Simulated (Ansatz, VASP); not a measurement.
# Sr in VASP and in Ansatz

File INCAR:

```
SYSTEM = Sr
ALGO     = Fast           ! electronic algorithm
EDIFF    = 1E-8           ! SCF threshold, eV
ENCUT    = 520            ! plane-wave cutoff, eV
GGA      = PE             ! functional
ISIF     = 2              ! what is computed and relaxed
ISMEAR   = -1             ! smearing method
LASPH    = .TRUE.         ! aspherical terms in the spheres
LCHARG   = .FALSE.        ! write CHGCAR
LEFG     = .TRUE.       
LREAL    = .FALSE.        ! projectors in reciprocal space
LWAVE    = .FALSE.        ! write WAVECAR
NBANDS   = 17             ! bands
NELM     = 100            ! most SCF steps
PREC     = Accurate       ! precision mode
SIGMA    = 0.08           ! smearing width, eV
```

File KPOINTS:

```
k-points
0
G
  11 11 6
  0 0 0
```

Contents of POSCAR:

```
Sr
1.0
    4.2379552575      0.0000000000      0.0000000000
   -2.1189776288      3.6701769131      0.0000000000
    0.0000000000      0.0000000000      7.1036625364
Sr
2
Direct
    0.3333333333      0.6666666667      0.2500000000
    0.6666666667      0.3333333333      0.7500000000
```

Input for Ansatz:

```yaml
crystal:
  lattice:
    - [4.2379552575, 0.0, 0.0]
    - [-2.1189776288, 3.6701769131, 0.0]
    - [0.0, 0.0, 7.1036625364]
  atoms:
    - { symbol: Sr, position: [0.3333333333, 0.6666666667, 0.25] }
    - { symbol: Sr, position: [0.6666666667, 0.3333333333, 0.75] }
kpoints:
  mp_grid: { grid: [11, 11, 6] }
scf:
  occupations: { method: fermi_dirac, width: 0.08 }
hamiltonian:
  xc: pbe
  pseudopotentials: { kind: all_electron, datasets: crystal }
output:
  forces: true
  stress: true
  eigenvalues: true
  efg: { contact_densities: true }
```

Change from the starting cell: z stretched by +1.5 % at fixed volume, crystal datasets.

Alike in both runs: task electric field gradients; functional PBE; k mesh 11 × 11 × 6; occupations fermi-dirac, width 0.08 eV; no spin polarisation.

```csv
,VASP,Ansatz
version,VASP 6.6.1,Ansatz 0.2.0
potentials or method,"VASP PAW PBE potentials, release 64 (Sr_sv)","all-electron PAW with datasets made for the crystal, scalar-relativistic"
plane-wave cutoff (eV),520,see its input
```

VASP gave:

```
pressure (GPa)                                                 : 0.0
largest component of the traceless stress (GPa)                : 0.33
Vzz of the field gradient on the site that differs most (V/Å²) : -8.6
```

Question: What did Ansatz give for the same quantities?

Answer: Pressure (GPa): 0.0; largest component of the traceless stress (GPa): 0.33; Vzz of the field gradient on the site that differs most (V/Å²): -8.7.

Ansatz ran all-electron here, so the differences hold the error of VASP's frozen core and of both bases. Ansatz warned: «gradients_without_spin_orbit».
